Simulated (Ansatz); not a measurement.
# MgSi in Ansatz: the effect of functional

MgSi:

```
Si Mg
1.0
     2.96544    0.00000    0.00000
     0.00000    2.96544    0.00000
     0.00000    0.00000    4.18391
Si Mg
1 1
Direct
  0.50000 0.50000 0.50000
  0.00000 0.00000 0.00000
```

The cell comes from a database or a generator and needn't be the stable form of this composition.

The cell isn't the ideal one: volume scaled by 1.06.

Alike in all runs:

- Program: Ansatz 0.2.0
- Task: single point
- Potentials or basis: Ansatz PAW
- k mesh: 9 × 9 × 7
- Occupations: fermi-dirac, width 0.05 eV
- Spin: no spin polarisation

Task: One run gave: pressure -6.0 GPa. Which functional did it use?
A. LDA
B. PBEsol
C. r2SCAN

Result: A.

```tsv
functional	cutoff	pressure (GPa)
LDA	420 eV (not typed: the program's choice for these potentials)	-6.0
PBEsol	420 eV (not typed: the program's choice for these potentials)	-4.6
r2SCAN	500 eV (not typed: the program's choice for these potentials)	-4.4
```

Caveats: the PAW data sets come from PBE, with cores solved anew for the run's functional, which leaves a small shift of forces and pressure.
